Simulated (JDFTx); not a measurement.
# SiC (Moissanite) (P6_3mc) in JDFTx: equation of state, part 2 of 2

JDFTx 1.7.0 (patched build).

### 7 Equation of state, PBE, 10.75 Å³/atom (volume scaled by 1.04)

SiC.in

```
lattice \
    5.8892905099    -2.9446452549     0.0000000000 \
    0.0000000000     5.1002751915     0.0000000000 \
    0.0000000000     0.0000000000     9.6648694712
coords-type Lattice
ion Si     0.6666666667     0.3333333333     0.5000000000 1
ion Si     0.3333333333     0.6666666667     0.0000000000 1
ion C      0.6666666667     0.3333333333     0.8850000000 1
ion C      0.3333333333     0.6666666667     0.3850000000 1

ion-species pseudo/Si.upf
ion-species pseudo/C.upf
elec-cutoff 41 328
elec-ex-corr gga-PBE
kpoint-folding 10 10 5
elec-smearing Fermi 0.0018374661
elec-n-bands 14
electronic-SCF nIterations 100 energyDiffThreshold 1e-09
electronic-minimize nIterations 30 energyDiffThreshold 1e-7
forces-output-coords Cartesian

dump-name run.$VAR
dump End Ecomponents EigStats BandEigs Kpoints Forces Stress
```

Potentials or basis: PseudoDojo-SR-PBE-0.5-standard.

On the command line:

```
$ jdftx -c 1 -i SiC.in -o SiC.out
```

Log:

```text
*************** JDFTx 1.7.0 (patched build) ***************

Input parsed successfully to the following command list (including defaults):
[... the input with its defaults ...]

---------- Setting up symmetries ----------

Found 24 point-group symmetries of the bravais lattice
Found 12 space-group symmetries with basis
Applied RMS atom displacement 3.40018e-10 bohrs to make symmetries exact.

---------- Initializing the Grid ----------
R =
[      5.88929     -2.94465            0  ]
[            0      5.10028            0  ]
[            0            0      9.66487  ]
unit cell volume = 290.304
G =
[    1.06688   0.615965         -0  ]
[          0    1.23193          0  ]
[          0         -0   0.650106  ]
Minimum fftbox size, Smin = [  52  52  80  ]
Chosen fftbox size, S = [  54  54  80  ]

---------- Initializing tighter grid for wavefunction operations ----------
R =
[      5.88929     -2.94465            0  ]
[            0      5.10028            0  ]
[            0            0      9.66487  ]
unit cell volume = 290.304
G =
[    1.06688   0.615965         -0  ]
[          0    1.23193          0  ]
[          0         -0   0.650106  ]
Minimum fftbox size, Smin = [  36  36  56  ]
Chosen fftbox size, S = [  36  36  56  ]

---------- Exchange Correlation functional ----------
Initalized PBE GGA exchange.
Initalized PBE GGA correlation.

---------- Setting up pseudopotentials ----------
Width of ionic core gaussian charges (only for fluid interactions / plotting) set to 0

Reading pseudopotential file 'pseudo/Si.upf':
  'Si' pseudopotential, 'PBE' functional
  Generated using ONCVPSP code by D. R. Hamann
  4 valence electrons, 2 orbitals, 6 projectors, 1001 radial grid points, with lMax = 2
    3S    l: 0   occupation:  2.0   eigenvalue: -0.397365
    3P    l: 1   occupation:  2.0   eigenvalue: -0.149981
  Core radius for overlap checks: 1.86 bohrs.

Reading pseudopotential file 'pseudo/C.upf':
  'C' pseudopotential, 'PBE' functional
  Generated using ONCVPSP code by D. R. Hamann
  4 valence electrons, 2 orbitals, 4 projectors, 1001 radial grid points, with lMax = 1
    2S    l: 0   occupation:  2.0   eigenvalue: -0.505335
    2P    l: 1   occupation:  2.0   eigenvalue: -0.194238
  Core radius for overlap checks: 1.21 bohrs.

Initialized 2 species with 4 total atoms.

Folded 1 k-points by 10x10x5 to 500 k-points.

---------- Setting up k-points, bands, fillings ----------
Adding inversion symmetry to k-mesh for non-inversion-symmetric unit cell.
Reduced to 42 k-points under symmetry.
Computing the number of bands and number of electrons
Calculating initial fillings.
nElectrons:  16.000000   nBands: 14   nStates: 42

----- Setting up reduced wavefunction bases (one per k-point) -----
average nbasis = 3639.746 , ideal nbasis = 3640.176

---------- Setting up ewald sum ----------
Optimum gaussian width for ewald sums = 2.096610 bohr.
Real space sum over 1089 unit cells with max indices [  5  5  4  ]
Reciprocal space sum over 2873 terms with max indices [  6  6  8  ]

---------- Allocating electronic variables ----------
Initializing wave functions:  linear combination of atomic orbitals
Si pseudo-atom occupations:   s ( 2 )  p ( 2 )
C pseudo-atom occupations:   s ( 2 )  p ( 2 )
	FillingsUpdate:  mu: +0.500517566  nElectrons: 16.000000
LCAOMinimize: Iter:   0  F: -19.0563533935749767  |grad|_K:  8.244e-03  alpha:  1.000e+00
	FillingsUpdate:  mu: +0.457888220  nElectrons: 16.000000
LCAOMinimize: Iter:   1  F: -19.2385108283877848  |grad|_K:  1.834e-04  alpha:  4.195e-01  linmin: -6.267e-01  cgtest:  9.175e-01
LCAOMinimize: Encountered beta<0, resetting CG.
[... 5 lines of inner loops ...]
LCAOMinimize: Iter:   4  F: -19.2386084189272673  |grad|_K:  1.820e-07  alpha:  7.913e-01  linmin:  2.879e-05  cgtest:  3.250e-03
	FillingsUpdate:  mu: +0.457491695  nElectrons: 16.000000
LCAOMinimize: Iter:   5  F: -19.2386084190264981  |grad|_K:  4.958e-08  alpha:  4.931e-01  linmin:  1.287e-03  cgtest: -2.244e-03
LCAOMinimize: Converged (|Delta F|<1.000000e-06 for 2 iters).

-------- Electronic minimization -----------
Will mix electronic density at each iteration.
	FillingsUpdate:  mu: +0.457491695  nElectrons: 16.000000
	FillingsUpdate:  mu: +0.387750745  nElectrons: 16.000000
SCF: Cycle:  0   F: -19.397644240489726   dF: -1.590e-01   |Residual|: 8.381e-02   |deigs|: 6.307e-02
	FillingsUpdate:  mu: +0.385144287  nElectrons: 16.000000
SCF: Cycle:  1   F: -19.401186984208664   dF: -3.543e-03   |Residual|: 4.636e-02   |deigs|: 4.264e-03
	FillingsUpdate:  mu: +0.386035480  nElectrons: 16.000000
SCF: Cycle:  2   F: -19.401487221684487   dF: -3.002e-04   |Residual|: 7.480e-03   |deigs|: 1.745e-03
	FillingsUpdate:  mu: +0.387062843  nElectrons: 16.000000
SCF: Cycle:  3   F: -19.401555345391980   dF: -6.812e-05   |Residual|: 5.217e-03   |deigs|: 9.820e-04
	FillingsUpdate:  mu: +0.387028762  nElectrons: 16.000000
SCF: Cycle:  4   F: -19.401568778639049   dF: -1.343e-05   |Residual|: 1.344e-03   |deigs|: 1.629e-04
	FillingsUpdate:  mu: +0.387107097  nElectrons: 16.000000
SCF: Cycle:  5   F: -19.401569678895381   dF: -9.003e-07   |Residual|: 1.011e-03   |deigs|: 9.277e-05
	FillingsUpdate:  mu: +0.387166297  nElectrons: 16.000000
SCF: Cycle:  6   F: -19.401570756977208   dF: -1.078e-06   |Residual|: 2.198e-04   |deigs|: 8.696e-05
	FillingsUpdate:  mu: +0.387182410  nElectrons: 16.000000
SCF: Cycle:  7   F: -19.401570871364406   dF: -1.144e-07   |Residual|: 8.330e-05   |deigs|: 4.221e-05
	FillingsUpdate:  mu: +0.387174423  nElectrons: 16.000000
SCF: Cycle:  8   F: -19.401570907367958   dF: -3.600e-08   |Residual|: 1.079e-05   |deigs|: 2.870e-05
	FillingsUpdate:  mu: +0.387176871  nElectrons: 16.000000
SCF: Cycle:  9   F: -19.401570919609899   dF: -1.224e-08   |Residual|: 1.113e-05   |deigs|: 2.190e-05
	FillingsUpdate:  mu: +0.387177215  nElectrons: 16.000000
SCF: Cycle: 10   F: -19.401570924644631   dF: -5.035e-09   |Residual|: 1.580e-05   |deigs|: 2.027e-05
	FillingsUpdate:  mu: +0.387175923  nElectrons: 16.000000
SCF: Cycle: 11   F: -19.401570926959394   dF: -2.315e-09   |Residual|: 4.334e-06   |deigs|: 2.444e-05
	FillingsUpdate:  mu: +0.387175267  nElectrons: 16.000000
SCF: Cycle: 12   F: -19.401570927726844   dF: -7.675e-10   |Residual|: 7.481e-07   |deigs|: 2.423e-05
	FillingsUpdate:  mu: +0.387175256  nElectrons: 16.000000
SCF: Cycle: 13   F: -19.401570928039497   dF: -3.127e-10   |Residual|: 8.439e-07   |deigs|: 2.567e-05
SCF: Converged (|Delta E|<1.000000e-09 for 2 iters).

Setting wave functions to eigenvectors of Hamiltonian

# Stress tensor in Cartesian coordinates [Eh/a0^3]:
[  0.000116602            0            0  ]
[            0  0.000116602            0  ]
[            0            0  0.000233018  ]

# Ionic positions in lattice coordinates:
ion Si   0.666666666666667   0.333333333333333   0.500000000000000 1
ion Si   0.333333333333333   0.666666666666667   0.000000000000000 1
ion C   0.666666666666667   0.333333333333333   0.885000000000000 1
ion C   0.333333333333333   0.666666666666667   0.385000000000000 1

# Forces in Cartesian coordinates:
force Si   0.000000000000000  -0.000000000000000   0.013605933740495 1
force Si   0.000000000000000   0.000000000000000   0.013605933740495 1
force C   0.000000000000000  -0.000000000000000  -0.013605623188216 1
force C   0.000000000000000   0.000000000000000  -0.013605623188216 1

# Energy components:
   Eewald =      -20.6232055131211780
       EH =        2.4022564182667754
     Eloc =       -6.9554914196614765
      Enl =        0.5296982767777447
      Exc =       -7.5043173611049747
 Exc_core =        1.1364980199064980
       KE =       11.6129906508971334
-------------------------------------
     Etot =      -19.4015709280394830
       TS =        0.0000000000000137
-------------------------------------
        F =      -19.4015709280394972

IonicMinimize: Iter:   0  F: -19.401570928039497  |grad|_K:  7.855e-03
IonicMinimize: None of the convergence criteria satisfied after 0 iterations.

#--- Lowdin population analysis ---
# oxidation-state Si +1.082 +1.082
# oxidation-state C -1.008 -1.008

Dumping 'run.eigStats' ...
	eMin: -0.224622 at state 0 ( [ +0.000000 +0.000000 +0.000000 ] spin 0 )
	HOMO: +0.342054 at state 0 ( [ +0.000000 +0.000000 +0.000000 ] spin 0 )
	mu  : +0.387175
	LUMO: +0.434884 at state 15 ( [ +0.000000 +0.500000 +0.000000 ] spin 0 )
	eMax: +0.736480 at state 17 ( [ +0.000000 +0.500000 +0.400000 ] spin 0 )
	HOMO-LUMO gap: +0.092830
	Optical gap  : +0.147134 at state 15 ( [ +0.000000 +0.500000 +0.000000 ] spin 0 )
Done!
[note: mu as printed may lie anywhere between the filled and the empty levels]
```

Wall time 83 s (1 thread of Arm Neoverse V2, shared host); peak memory 0.21 GiB.

What came out:

| Item | Value |
| --- | --- |
| Free energy | -527.9436 eV |
| Pressure | -4.6 GPa |
| Largest force | 0.700 eV/Å |
| Band gap on the k mesh | 2.53 eV, indirect (least direct gap 4.00 eV) |
| Loewdin charges | Si +1.08; C -1.01 e |

Caveat: an odd mesh through Γ misses points on the zone boundary, where band edges often lie.

### 8 Equation of state, PBE, 10.96 Å³/atom (volume scaled by 1.06)

SiC.in, as its differences from that of step 7:

```diff
@@ -1,5 +1,5 @@
 lattice \
-    5.8892905099    -2.9446452549     0.0000000000 \
-    0.0000000000     5.1002751915     0.0000000000 \
-    0.0000000000     0.0000000000     9.6648694712
+    5.9268029257    -2.9634014629     0.0000000000 \
+    0.0000000000     5.1327618968     0.0000000000 \
+    0.0000000000     0.0000000000     9.7264308091
 coords-type Lattice
```

On the command line:

```
$ jdftx -c 1 -i SiC.in -o SiC.out
```

Wall time 88 s (1 thread of Arm Neoverse V2, shared host); peak memory 0.22 GiB.

It converged, with:

```yaml
Free_energy: -527.9110 eV
Pressure: -8.1 GPa
Largest_force: 0.672 eV/Å
Band_gap_on_the_k_mesh: 2.49 eV, indirect (least direct gap 3.96 eV)
Loewdin_charges: Si +1.07; C -1.00 e
```

Caveat: an odd mesh through Γ misses points on the zone boundary, where band edges often lie.

### 9 Equation of state, PBE

Potentials or basis: PseudoDojo-SR-PBE-0.5-standard.

This step only gathers the single runs of the series.

Results:

| Quantity | Value |
| --- | --- |
| Equilibrium volume | 10.52 Å³/atom |
| Bulk modulus at fixed shape and positions | 212 GPa |
| Pressure derivative of the bulk modulus | 3.9 |

Energy against volume, from the lowest point:
```
volume (Å³/atom)  energy (meV/atom)
           9.721              45.49
           9.927              24.10
          10.134               9.82
          10.341               1.99
          10.548               0.00
          10.755               3.33
          10.961              11.48
```

Caveat: the cell was scaled at fixed shape and fractional positions, which overstates the stiffness of a crystal with free parameters, most of all of layers and chains.
